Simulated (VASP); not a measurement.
A run of VASP 6.6.1:

File INCAR:

```
SYSTEM = SiC
ALGO = Normal
EDIFF = 1E-6
EDIFFG = -0.01
ENCUT = 600
GGA = PE
IBRION = 2
ISIF = 3
ISMEAR = 0
IVDW = 12
KPAR = 2
LASPH = .True.
LCHARG = .False.
LREAL = .False.
LWAVE = .False.
NELM = 80
NSW = 90
PREC = Accurate
SIGMA = 0.03
```

The input KPOINTS:

```
k-points
0
Gamma
  12 12 3
  0 0 0
```

POSCAR

```
SiC
1.0
    3.0756941497      0.0000000000      0.0000000000
   -1.5378470748      2.6636292679      0.0000000000
    0.0000000000      0.0000000000     10.0706464800
Si C
4 4
Direct
    0.6666666700      0.3333333300      0.9378419800
    0.3333333300      0.6666666700      0.4378419800
    0.0000000000      0.0000000000      0.6878943800
    0.0000000000      0.0000000000      0.1878943800
    0.6666666700      0.3333333300      0.7498025900
    0.3333333300      0.6666666700      0.2498025900
    0.0000000000      0.0000000000      0.5004600500
    0.0000000000      0.0000000000      0.0004600500
```

Potentials or basis: VASP PAW PBE potentials, release 64 (Si, C).

Run with:

```bash
$ cat potpaw_PBE.64/Si/POTCAR potpaw_PBE.64/C/POTCAR > POTCAR
$ mpirun -np 2 vasp_std > vasp.out
```

Hardware: 2 MPI ranks on Intel(R) Xeon(R) Platinum 8488C (Sapphire Rapids) (shared host).

Q: How long does it take, and how much memory?

A: It took 76 s on 2 MPI ranks on Intel(R) Xeon(R) Platinum 8488C (Sapphire Rapids) (shared host), peak memory 0.27 GiB a rank. Counts: scf iterations 27, k points 38, ion steps 3.
